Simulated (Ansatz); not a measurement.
## linear Re chain, moments started antiparallel: period, moment and channels by functional

How many channels does the linear Re chain, moments started antiparallel carry, and how sure is the answer?

Main program and level: Ansatz 0.2.0; DFT PBE, plane waves, PAW; relaxation of a chain's period, in the first sound run; inputs show where later runs differ.

Report form: the programs' logs are mostly left out.

### Step 1. Starting point

The cell holds 2 atoms: 2 Re. Cell: a = 7.500 Å, b = 7.500 Å, c = 5.738 Å, α = 90.0°, β = 90.0°, γ = 90.0°. Vacuum lies along a and b. The structure's axis is c.

### Step 2. Relaxation of atoms and period, level PBE, cutoff 420 eV

Band widths follow the bond lengths, so the chain is relaxed first. The atoms and the third cell vector are free; the box across stays fixed as vacuum. Moments are seeded so that a magnetic state can form if it lies lower. A Fermi-Dirac smearing is set since the result may be a metal. The pressure printed is a third of the stress's trace over the whole box, vacuum included; only the stress along the axis is relaxed.

input.yaml

```yaml
crystal:
  lattice:
    - [7.5, 0.0, 0.0]
    - [0.0, 7.5, 0.0]
    - [0.0, 0.0, 5.738]
  atoms:
    - { symbol: Re, position: [0.5, 0.5, 0.0], spin: 2.0 }
    - { symbol: Re, position: [0.5, 0.5, 0.5], spin: -2.0 }
magnetization:
  spin_polarized: true
kpoints:
  mp_grid: { grid: [1, 1, 14] }
scf:
  occupations: { method: fermi_dirac, width: 0.05 }
hamiltonian:
  xc: pbe
relax:
  cell: { fix: [a, b, alpha, beta, gamma] }
  max_steps: 60
```

Launch:

```bash
$ ansatz run input.yaml --threads 4 --pin off --max-ram 8192MiB --backend cpu --events-out ev --progress --plain --runs-dir out
```

Run time: 8.3 s. Hardware: 4 threads of Arm Neoverse V2, shared host; peak memory 0.58 GiB.

Step by step:

| step | energy less that of the first step (eV) | largest force component (eV/Å) | pressure (GPa) | volume (Å³) |
| --- | --- | --- | --- | --- |
| 1 | 0.0000 | 0.0000 | -2.36 | 322.76 |
| 2 | -0.6967 | 0.0000 | -2.51 | 307.03 |
| 3 | -1.3781 | 0.0000 | -2.21 | 291.34 |
| 4 | -1.9037 | 0.0000 | -1.44 | 275.60 |
| 5 | -2.0941 | 0.0000 | 0.12 | 259.87 |
| 6 | -2.0972 | 0.0000 | -0.11 | 261.58 |
| 7* | -2.0940 | 0.0000 | -0.12 | 261.58 |

Relaxation steps marked * repeat the geometry before them on a plane-wave basis chosen anew for their cell, so energy and pressure can jump there.

Forces are held to the 16 operations that the run works with; a distortion that breaks them can't arise in this run.

| cell as run | before | after | change |
| --- | --- | --- | --- |
| c (Å) | 5.738 | 4.650 | -19.0 % |

Final coordinates:

```cif
data_structure
_symmetry_space_group_name_H-M 'P 1'
_symmetry_Int_Tables_number 1
_cell_length_a 7.5000
_cell_length_b 7.5000
_cell_length_c 4.6503
_cell_angle_alpha 90.000
_cell_angle_beta 90.000
_cell_angle_gamma 90.000
_cell_volume 261.58
loop_
_atom_site_label
_atom_site_type_symbol
_atom_site_fract_x
_atom_site_fract_y
_atom_site_fract_z
_atom_site_occupancy
Re1 Re 0.50000 0.50000 0.00000 1
Re2 Re 0.50000 0.50000 0.50000 1
```

Numbers from this step:

```
energy at zero smearing    : -21725.9247 eV
absolute moment            : 4.792 μB
cell length along the wire : 4.650 Å
```

Site moment by atom:

| atom | site moment (μB) |
| --- | --- |
| Re1 | 1.44 |
| Re2 | -1.44 |

The cell's length comes to 4.650 Å with an absolute moment of 4.79 μB a cell. That is -19 % against the start, more than a small adjustment.

### Step 3. Bands of the perfect wire, level PBE, k-mesh 1×1×18

This step: DFT PBE, plane waves, PAW; channels and complex bands of a perfect chain (Ansatz 0.2.0).

At the relaxed period the Bloch states of the perfect chain are found at each energy: those that move forward count the open channels, and those that decay describe how a disturbance dies away inside the wire itself. An energy step of 0.035 eV is under the 0.039 eV that the program asks for its thermal average at 300 K.

input.yaml

```yaml
crystal:
  lattice:
    - [7.5, 0.0, 0.0]
    - [0.0, 7.5, 0.0]
    - [0.0, 0.0, 4.6502710722]
  atoms:
    - { symbol: Re, position: [0.5, 0.5, 0.0], spin: 1.44 }
    - { symbol: Re, position: [0.5, 0.5, 0.5], spin: -1.44 }
magnetization:
  spin_polarized: true
kpoints:
  mp_grid: { grid: [1, 1, 18] }
  band_path: { path: ["Γ", Z], npoints: 60 }
scf:
  occupations: { method: fermi_dirac, width: 0.05 }
hamiltonian:
  xc: pbe
output:
  transmission:
    e_range: [-2, 2]
    de: 0.035
    kmesh: [1, 1]
    reduced_basis: true
    leads: [[0, 0]]
  dos: { projected: true, e_range: [-6, 4] }
  write_potential: true
  write_density: true
  volumetric_format: npy
  elf: true
```

The job ended after 39 s (4 threads; peak memory 0.64 GiB).

This step gave:

| Property | Result |
| --- | --- |
| energy at zero smearing | -21725.9139 eV |
| absolute moment | 4.707 μB |
| channels at the energy nearest the Fermi level, spin up | 4 |
| channels at the energy nearest the Fermi level, spin down | 4 |
| conductance of the lead as this run defines it | 3.827 G₀ |
| band gap | 0 eV |

Open channels of the lead against energy, zero at the Fermi level:

| energy (eV) | spin up | spin down |
| --- | --- | --- |
| -2.000 | 4 | 4 |
| -1.790 | 3 | 3 |
| -1.615 | 3 | 3 |
| -1.405 | 1 | 1 |
| -1.195 | 0 | 0 |
| -0.985 | 3 | 3 |
| -0.810 | 3 | 3 |
| -0.600 | 3 | 3 |
| -0.390 | 3 | 3 |
| -0.215 | 3 | 3 |
| -0.005 | 4 | 4 |
| 0.205 | 4 | 4 |
| 0.415 | 6 | 6 |
| 0.590 | 6 | 6 |
| 0.800 | 6 | 6 |
| 1.010 | 4 | 4 |
| 1.185 | 4 | 4 |
| 1.395 | 4 | 4 |
| 1.605 | 3 | 3 |
| 1.815 | 3 | 3 |

Spin up; the slowest values at each energy, most degenerate partners merged, listed up to 1.5 1/Å. Im kz of the slowest decaying states against energy, zero at the Fermi level:

| energy (eV) | decay 1 (Å⁻¹) | decay 2 (Å⁻¹) | decay 3 (Å⁻¹) | decay 4 (Å⁻¹) |
| --- | --- | --- | --- | --- |
| -2.000 | 0.308 | 0.320 | 1.20 | 1.27 |
| -1.790 | 0.0430 | 0.106 | 1.18 | 1.24 |
| -1.615 | 0.0566 | 0.150 | 1.16 | 1.22 |
| -1.405 | 0.0526 | 0.174 | 0.236 | 0.236 |
| -1.195 | 0.00457 | 0.0162 | 0.180 | 0.327 |
| -0.985 | 0.173 | 0.367 | 0.370 | 1.08 |
| -0.810 | 0.157 | 0.381 | 0.385 | 1.06 |
| -0.600 | 0.127 | 0.383 | 0.388 | 1.04 |
| -0.390 | 0.0889 | 0.370 | 0.375 | 1.01 |
| -0.215 | 0.0571 | 0.347 | 0.353 | 0.984 |
| -0.005 | 0.300 | 0.308 | 0.955 | 1.03 |
| 0.205 | 0.218 | 0.229 | 0.925 | 1.01 |
| 0.415 | 0.893 | 0.979 | 1.17 | 1.35 |
| 0.590 | 0.866 | 0.955 | 1.15 | 1.34 |
| 0.800 | 0.832 | 0.925 | 1.12 | 1.32 |
| 1.010 | 0.203 | 0.213 | 0.797 | 0.894 |
| 1.185 | 0.314 | 0.319 | 0.766 | 0.867 |
| 1.395 | 0.397 | 0.401 | 0.727 | 0.834 |
| 1.605 | 0.134 | 0.457 | 0.460 | 0.685 |
| 1.815 | 0.189 | 0.504 | 0.507 | 0.640 |

Spin down; the slowest values at each energy, most degenerate partners merged, listed up to 1.5 1/Å. The Im kz of the slowest decaying states by energy, zero at the Fermi level:

| energy (eV) | decay 1 (Å⁻¹) | decay 2 (Å⁻¹) | decay 3 (Å⁻¹) | decay 4 (Å⁻¹) |
| --- | --- | --- | --- | --- |
| -2.0000 | 0.308 | 0.320 | 1.20 | 1.27 |
| -1.7550 | 0.0474 | 0.117 | 1.18 | 1.24 |
| -1.5100 | 0.0570 | 0.124 | 0.130 | 0.165 |
| -1.2650 | 0.0364 | 0.180 | 0.305 | 0.307 |
| -0.9850 | 0.173 | 0.367 | 0.370 | 1.08 |
| -0.7400 | 0.149 | 0.383 | 0.388 | 1.05 |
| -0.4950 | 0.108 | 0.378 | 0.383 | 1.02 |
| -0.2500 | 0.0635 | 0.352 | 0.358 | 0.989 |
| -0.0050 | 0.300 | 0.308 | 0.955 | 1.03 |
| 0.2400 | 0.197 | 0.210 | 0.920 | 1.00 |
| 0.4850 | 0.883 | 0.969 | 1.16 | 1.35 |
| 0.7650 | 0.838 | 0.930 | 1.13 | 1.32 |
| 1.0100 | 0.203 | 0.213 | 0.797 | 0.894 |
| 1.2550 | 0.345 | 0.350 | 0.753 | 0.856 |
| 1.5000 | 0.0909 | 0.429 | 0.432 | 0.707 |
| 1.7450 | 0.173 | 0.490 | 0.492 | 0.656 |

Electronic bands along the path, in eV, zero at the Fermi level:

| point | up 15 | up 16 | up 17 | up 18 | down 15 | down 16 | down 17 | down 18 |
| --- | --- | --- | --- | --- | --- | --- | --- | --- |
| Γ | 0.89 | 0.90 | 1.41 | 1.85 | 0.89 | 0.90 | 1.41 | 1.85 |
| halfway | 0.53 | 0.65 | 0.66 | 0.72 | 0.53 | 0.65 | 0.66 | 0.72 |
| Z | -1.18 | -1.18 | -1.09 | -0.04 | -1.18 | -1.18 | -1.09 | -0.04 |

Spin density in the ca plane at fractional y = 0.500, with atoms of Re within 0.2 Å of it.

Values in e/Å³, 22 rows by 14 columns, each cell a mean:
```
 0.00  0.00  0.00  0.00  0.00  0.00  0.00  0.00  0.00  0.00  0.00  0.00  0.00  0.00
 0.00  0.00  0.00  0.00  0.00  0.00  0.00  0.00  0.00  0.00  0.00  0.00  0.00  0.00
 0.00  0.00  0.00  0.00  0.00  0.00  0.00  0.00  0.00  0.00  0.00  0.00  0.00  0.00
 0.00  0.00  0.00  0.00  0.00  0.00  0.00  0.00  0.00  0.00  0.00  0.00  0.00  0.00
 0.01  0.01  0.00  0.00  0.00  0.00 -0.01 -0.01 -0.01  0.00  0.00  0.00  0.00  0.01
 0.02  0.02  0.01  0.00 -0.01 -0.01 -0.02 -0.02 -0.02 -0.01  0.00  0.01  0.01  0.02
 0.07  0.05  0.03  0.01 -0.01 -0.04 -0.06 -0.07 -0.05 -0.03 -0.01  0.01  0.04  0.06
 0.22  0.14  0.06  0.01 -0.03 -0.09 -0.18 -0.22 -0.14 -0.06 -0.01  0.03  0.09  0.18
 0.51  0.29  0.10  0.01 -0.04 -0.16 -0.39 -0.51 -0.29 -0.10 -0.01  0.04  0.16  0.39
 0.46  0.28  0.13  0.02 -0.07 -0.18 -0.36 -0.46 -0.28 -0.13 -0.02  0.07  0.18  0.36
 0.33  0.27  0.20  0.04 -0.11 -0.24 -0.29 -0.33 -0.27 -0.20 -0.04  0.11  0.24  0.29
 0.36  0.26  0.16  0.03 -0.08 -0.20 -0.30 -0.36 -0.26 -0.16 -0.03  0.08  0.20  0.30
 0.55  0.31  0.11  0.02 -0.05 -0.17 -0.42 -0.55 -0.31 -0.11 -0.02  0.05  0.17  0.42
 0.35  0.21  0.08  0.01 -0.03 -0.12 -0.27 -0.35 -0.21 -0.08 -0.01  0.03  0.12  0.27
 0.12  0.08  0.04  0.01 -0.02 -0.05 -0.10 -0.12 -0.08 -0.04 -0.01  0.02  0.05  0.10
 0.04  0.03  0.02  0.00 -0.01 -0.02 -0.03 -0.04 -0.03 -0.02  0.00  0.01  0.02  0.03
 0.01  0.01  0.01  0.00  0.00 -0.01 -0.01 -0.01 -0.01 -0.01  0.00  0.00  0.01  0.01
 0.00  0.00  0.00  0.00  0.00  0.00  0.00  0.00  0.00  0.00  0.00  0.00  0.00  0.00
 0.00  0.00  0.00  0.00  0.00  0.00  0.00  0.00  0.00  0.00  0.00  0.00  0.00  0.00
 0.00  0.00  0.00  0.00  0.00  0.00  0.00  0.00  0.00  0.00  0.00  0.00  0.00  0.00
 0.00  0.00  0.00  0.00  0.00  0.00  0.00  0.00  0.00  0.00  0.00  0.00  0.00  0.00
 0.00  0.00  0.00  0.00  0.00  0.00  0.00  0.00  0.00  0.00  0.00  0.00  0.00  0.00
```
Columns run along c (4.7 Å), rows up along a (7.5 Å). Atoms in or near the plane, at fractional coordinates: Re at (0.00, 0.50), Re at (0.50, 0.50).

Electrostatic potential energy in the ca plane at fractional y = 0.500, with atoms of Re within 0.2 Å of it. With pseudopotentials it is smooth inside the atoms' cores, unlike the true potential.

Ten even steps from '_' (-69 eV) to '@' (3 eV), each cell a mean:
```
@@@@@@@@@@@@@@@@@@@@@@@@@@@@
@@@@@@@@@@@@@@@@@@@@@@@@@@@@
@@@@@@@@@@@@@@@@@@@@@@@@@@@@
@@@@@@@@@@@@@@@@@@@@@@@@@@@@
@@@@@@@@@@@@@@@@@@@@@@@@@@@@
@@@@@@@@@@@@@@@@@@@@@@@@@@@@
@@@@@@@@@@@@@@@@@@@@@@@@@@@@
%%%%@@@@@@%%%%%%%%@@@@@@%%%%
--++##%%%%**==--++##%%%%**==
__..++####--____..++####--__
____--##**..______--##**..__
____==##**::______==##**::__
::--**%%%%++::::--**%%%%++::
**##%%@@@@%%****##%%@@@@%%**
%%@@@@@@@@@@@@%%@@@@@@@@@@@@
@@@@@@@@@@@@@@@@@@@@@@@@@@@@
@@@@@@@@@@@@@@@@@@@@@@@@@@@@
@@@@@@@@@@@@@@@@@@@@@@@@@@@@
@@@@@@@@@@@@@@@@@@@@@@@@@@@@
@@@@@@@@@@@@@@@@@@@@@@@@@@@@
@@@@@@@@@@@@@@@@@@@@@@@@@@@@
@@@@@@@@@@@@@@@@@@@@@@@@@@@@
```
Columns run along c (4.7 Å; values clipped at the 3rd and 97th percentile), rows up along a (7.5 Å). Atoms in or near the plane, at fractional coordinates: Re at (0.00, 0.50), Re at (0.50, 0.50).

ELF in the ca plane at fractional y = 0.500, with atoms of Re within 0.2 Å of it. It is the smooth field of the valence electrons, not physical close to the nuclei.

Values, 22 rows by 14 columns, each cell a mean:
```
0.01 0.01 0.01 0.00 0.00 0.01 0.01 0.01 0.01 0.01 0.00 0.00 0.01 0.01
0.03 0.02 0.02 0.02 0.02 0.02 0.03 0.03 0.02 0.02 0.02 0.02 0.02 0.03
0.06 0.06 0.06 0.06 0.06 0.06 0.06 0.06 0.06 0.06 0.06 0.06 0.06 0.06
0.12 0.12 0.14 0.14 0.14 0.13 0.12 0.12 0.12 0.14 0.14 0.14 0.13 0.12
0.20 0.22 0.25 0.29 0.27 0.24 0.21 0.20 0.22 0.25 0.29 0.27 0.24 0.21
0.26 0.30 0.36 0.41 0.40 0.33 0.28 0.26 0.30 0.36 0.41 0.40 0.33 0.28
0.29 0.32 0.40 0.49 0.46 0.36 0.30 0.29 0.32 0.40 0.49 0.46 0.36 0.30
0.32 0.31 0.37 0.48 0.44 0.33 0.31 0.32 0.31 0.37 0.48 0.44 0.33 0.31
0.59 0.48 0.36 0.41 0.38 0.40 0.54 0.59 0.48 0.36 0.41 0.38 0.40 0.54
0.67 0.67 0.47 0.35 0.36 0.57 0.69 0.67 0.67 0.47 0.35 0.36 0.57 0.69
0.41 0.65 0.54 0.32 0.38 0.63 0.57 0.41 0.65 0.54 0.32 0.38 0.63 0.57
0.58 0.68 0.51 0.33 0.37 0.61 0.66 0.58 0.68 0.51 0.33 0.37 0.61 0.66
0.68 0.58 0.40 0.38 0.36 0.47 0.64 0.68 0.58 0.40 0.38 0.36 0.47 0.64
0.41 0.35 0.35 0.46 0.41 0.33 0.38 0.41 0.35 0.35 0.46 0.41 0.33 0.38
0.29 0.31 0.39 0.50 0.46 0.35 0.29 0.29 0.31 0.39 0.50 0.46 0.35 0.29
0.28 0.31 0.39 0.46 0.43 0.35 0.29 0.28 0.31 0.39 0.46 0.43 0.35 0.29
0.23 0.25 0.30 0.34 0.33 0.28 0.24 0.23 0.25 0.30 0.34 0.33 0.28 0.24
0.15 0.16 0.18 0.20 0.20 0.18 0.16 0.15 0.16 0.18 0.20 0.20 0.18 0.16
0.08 0.08 0.09 0.09 0.09 0.09 0.08 0.08 0.08 0.09 0.09 0.09 0.09 0.08
0.04 0.04 0.03 0.03 0.03 0.04 0.04 0.04 0.04 0.03 0.03 0.03 0.04 0.04
0.01 0.01 0.01 0.01 0.01 0.01 0.01 0.01 0.01 0.01 0.01 0.01 0.01 0.01
0.01 0.00 0.00 0.00 0.00 0.00 0.00 0.01 0.00 0.00 0.00 0.00 0.00 0.00
```
Columns run along c (4.7 Å), rows up along a (7.5 Å). Atoms in or near the plane, at fractional coordinates: Re at (0.00, 0.50), Re at (0.50, 0.50).

By hand: the program gives 5.2719 × 10^14 S/m² over the cell's cross-section of 56.25 Å² = 5.625 × 10^-19 m², so one cell conducts 2.965 × 10^-4 S. Divided by G0 = 2e²/h = 7.748 × 10^-5 S this is 3.83 G0, a resistance of 3.37 kΩ.

At the computed energy nearest the Fermi level there are 4 spin-up and 4 spin-down channels, and the thermal average gives 3.83 G₀.

### Step 4. The relaxed wire

This step: DFT PBEsol, plane waves, PAW; relaxation of a chain's period (Ansatz 0.2.0).

The relaxation is repeated under another functional. PBEsol weakens PBE's gradient terms and usually lands between LDA and PBE.

input.yaml, the sections that differ from step 3:

```yaml
crystal:
  lattice:
    - [7.5, 0.0, 0.0]
    - [0.0, 7.5, 0.0]
    - [0.0, 0.0, 5.738]
  atoms:
    - { symbol: Re, position: [0.5, 0.5, 0.0], spin: 2.0 }
    - { symbol: Re, position: [0.5, 0.5, 0.5], spin: -2.0 }
kpoints:
  mp_grid: { grid: [1, 1, 14] }
hamiltonian:
  xc: pbesol
relax:
  cell: { fix: [a, b, alpha, beta, gamma] }
  max_steps: 60
# magnetization, scf: as in step 3
# output: removed
```

Run time: 9.4 s. Hardware: 4 threads; peak memory 0.59 GiB.

Relaxation path:

| step | energy less that of the first step (eV) | largest force component (eV/Å) | pressure (GPa) | volume (Å³) |
| --- | --- | --- | --- | --- |
| 1 | 0.0000 | 0.0000 | -2.58 | 322.76 |
| 2 | -0.7754 | 0.0000 | -2.78 | 307.03 |
| 3 | -1.5469 | 0.0000 | -2.53 | 291.29 |
| 4 | -2.1822 | 0.0000 | -1.85 | 275.56 |
| 5 | -2.5184 | 0.0000 | -0.46 | 259.82 |
| 6 | -2.5269 | 0.0000 | -0.03 | 256.89 |
| 7 | -2.5272 | 0.0000 | -0.10 | 257.33 |
| 8* | -2.5245 | 0.0000 | -0.10 | 257.33 |

Relaxation steps marked * repeat the geometry before them on a plane-wave basis chosen anew for their cell, so energy and pressure can jump there.

Forces are held to the 16 operations that the run works with; a distortion that breaks them can't arise in this run.

| cell as run | before | after | change |
| --- | --- | --- | --- |
| c (Å) | 5.738 | 4.575 | -20.3 % |

The relaxed structure:

```xyz
2
Lattice="7.5000 0.0000 0.0000 0.0000 7.5000 0.0000 0.0000 0.0000 4.5747" Properties=species:S:1:pos:R:3
Re    3.7500    3.7500    0.0000
Re    3.7500    3.7500    2.2874
```

The cell's length comes to 4.575 Å, -1.6 % against the first run, with an absolute moment of 4.34 μB a cell. That is -20 % against the start, more than a small adjustment.

### Step 5. The perfect wire, level PBEsol, k-mesh 1×1×18

This step: DFT PBEsol, plane waves, PAW; channels and complex bands of a perfect chain (Ansatz 0.2.0).

The channels are counted again under PBEsol, at the period that it gave.

input.yaml

```yaml
crystal:
  lattice:
    - [7.5, 0.0, 0.0]
    - [0.0, 7.5, 0.0]
    - [0.0, 0.0, 4.5747222358]
  atoms:
    - { symbol: Re, position: [0.5, 0.5, 0.0], spin: 1.27 }
    - { symbol: Re, position: [0.5, 0.5, 0.5], spin: -1.27 }
magnetization:
  spin_polarized: true
kpoints:
  mp_grid: { grid: [1, 1, 18] }
  band_path: { path: ["Γ", Z], npoints: 60 }
scf:
  occupations: { method: fermi_dirac, width: 0.05 }
hamiltonian:
  xc: pbesol
output:
  transmission:
    e_range: [-2, 2]
    de: 0.035
    kmesh: [1, 1]
    reduced_basis: true
    leads: [[0, 0]]
  dos: { projected: true, e_range: [-6, 4] }
```

It took 39 s on 4 threads; peak memory 0.63 GiB.

At the computed energy nearest the Fermi level there are 4 spin-up and 4 spin-down channels, and the thermal average gives 3.99 G₀.

### Step 6. The relaxed wire

This step: DFT LDA, plane waves, PAW; relaxation of a chain's period (Ansatz 0.2.0).

The relaxation is repeated under another functional. LDA has no gradient terms and tends to overbind, so it marks the short end of the likely bond lengths.

input.yaml, the sections that differ from step 5:

```yaml
crystal:
  lattice:
    - [7.5, 0.0, 0.0]
    - [0.0, 7.5, 0.0]
    - [0.0, 0.0, 5.738]
  atoms:
    - { symbol: Re, position: [0.5, 0.5, 0.0], spin: 2.0 }
    - { symbol: Re, position: [0.5, 0.5, 0.5], spin: -2.0 }
kpoints:
  mp_grid: { grid: [1, 1, 14] }
hamiltonian:
  xc: lda
relax:
  cell: { fix: [a, b, alpha, beta, gamma] }
  max_steps: 60
# magnetization, scf: as in step 5
# output: removed
```

Wall time 9.2 s (4 threads); peak memory 0.54 GiB; 32 s of CPU time.

Step by step:

| step | energy less that of the first step (eV) | largest force component (eV/Å) | pressure (GPa) | volume (Å³) |
| --- | --- | --- | --- | --- |
| 1 | 0.0000 | 0.0000 | -2.94 | 322.76 |
| 2 | -0.8749 | 0.0000 | -3.16 | 307.03 |
| 3 | -1.7808 | 0.0000 | -3.12 | 291.29 |
| 4 | -2.6139 | 0.0000 | -2.65 | 275.56 |
| 5 | -3.1999 | 0.0000 | -1.31 | 259.82 |
| 6 | -3.2858 | 0.0000 | 0.00 | 251.49 |
| 7 | -3.2867 | 0.0000 | -0.10 | 252.13 |
| 8 | -3.2867 | 0.0000 | -0.12 | 252.29 |
| 9* | -3.2848 | 0.0000 | -0.13 | 252.29 |

Relaxation steps marked * repeat the geometry before them on a plane-wave basis chosen anew for their cell, so energy and pressure can jump there.

Forces are held to the 16 operations that the run works with; a distortion that breaks them can't arise in this run.

| cell as run | before | after | change |
| --- | --- | --- | --- |
| c (Å) | 5.738 | 4.485 | -21.8 % |

The relaxed structure:

```xyz
2
Lattice="7.5000 0.0000 0.0000 0.0000 7.5000 0.0000 0.0000 0.0000 4.4852" Properties=species:S:1:pos:R:3
Re    3.7500    3.7500    0.0000
Re    3.7500    3.7500    2.2426
```

The cell's length comes to 4.485 Å, -3.6 % against the first run, with an absolute moment of 2.71 μB a cell. That is -22 % against the start, more than a small adjustment.

### Step 7. The perfect wire, level LDA, k-mesh 1×1×18

This step: DFT LDA, plane waves, PAW; channels and complex bands of a perfect chain (Ansatz 0.2.0).

The channels are counted again under LDA, at the period that it gave.

input.yaml

```yaml
crystal:
  lattice:
    - [7.5, 0.0, 0.0]
    - [0.0, 7.5, 0.0]
    - [0.0, 0.0, 4.4851517522]
  atoms:
    - { symbol: Re, position: [0.5, 0.5, 0.0], spin: 0.79 }
    - { symbol: Re, position: [0.5, 0.5, 0.5], spin: -0.79 }
magnetization:
  spin_polarized: true
kpoints:
  mp_grid: { grid: [1, 1, 18] }
  band_path: { path: ["Γ", Z], npoints: 60 }
scf:
  occupations: { method: fermi_dirac, width: 0.05 }
hamiltonian:
  xc: lda
output:
  transmission:
    e_range: [-2, 2]
    de: 0.035
    kmesh: [1, 1]
    reduced_basis: true
    leads: [[0, 0]]
  dos: { projected: true, e_range: [-6, 4] }
```

Elapsed: 37 s, on 4 threads; peak memory 0.65 GiB; 2.2 min of CPU time.

The open channels of the lead by energy, zero at the Fermi level:

| energy (eV) | spin up | spin down |
| --- | --- | --- |
| -2.000 | 4 | 4 |
| -1.895 | 4 | 4 |
| -1.790 | 4 | 4 |
| -1.685 | 4 | 4 |
| -1.615 | 2 | 2 |
| -1.510 | 2 | 2 |
| -1.405 | 4 | 4 |
| -1.300 | 3 | 3 |
| -1.195 | 5 | 5 |
| -1.090 | 5 | 5 |
| -0.985 | 5 | 5 |
| -0.915 | 5 | 5 |
| -0.810 | 2 | 2 |
| -0.705 | 2 | 2 |
| -0.600 | 4 | 4 |
| -0.495 | 4 | 4 |
| -0.390 | 3 | 3 |
| -0.285 | 3 | 3 |
| -0.215 | 3 | 3 |
| -0.110 | 3 | 3 |
| -0.005 | 4 | 4 |
| 0.100 | 6 | 6 |
| 0.205 | 6 | 6 |
| 0.310 | 6 | 6 |
| 0.415 | 6 | 6 |
| 0.485 | 6 | 6 |
| 0.590 | 6 | 6 |
| 0.695 | 6 | 6 |
| 0.800 | 6 | 6 |
| 0.905 | 6 | 6 |
| 1.010 | 4 | 4 |
| 1.115 | 4 | 4 |
| 1.185 | 4 | 4 |
| 1.290 | 4 | 4 |
| 1.395 | 4 | 4 |
| 1.500 | 4 | 4 |
| 1.605 | 4 | 4 |
| 1.710 | 4 | 4 |
| 1.815 | 3 | 3 |
| 1.885 | 3 | 3 |

At the computed energy nearest the Fermi level there are 4 spin-up and 4 spin-down channels, and the thermal average gives 4.62 G₀.

[end of part 1 of 2]

[Logs are printed without paths, hosts, clocks, repeated set-up lines and the standing remarks that a program may print on its own settings, such as how far it seeks lower states.]

[Hosts, paths, dates, database ids (printed as entryN), source tags and the programs' standing remarks are cut or masked in the printed files.]
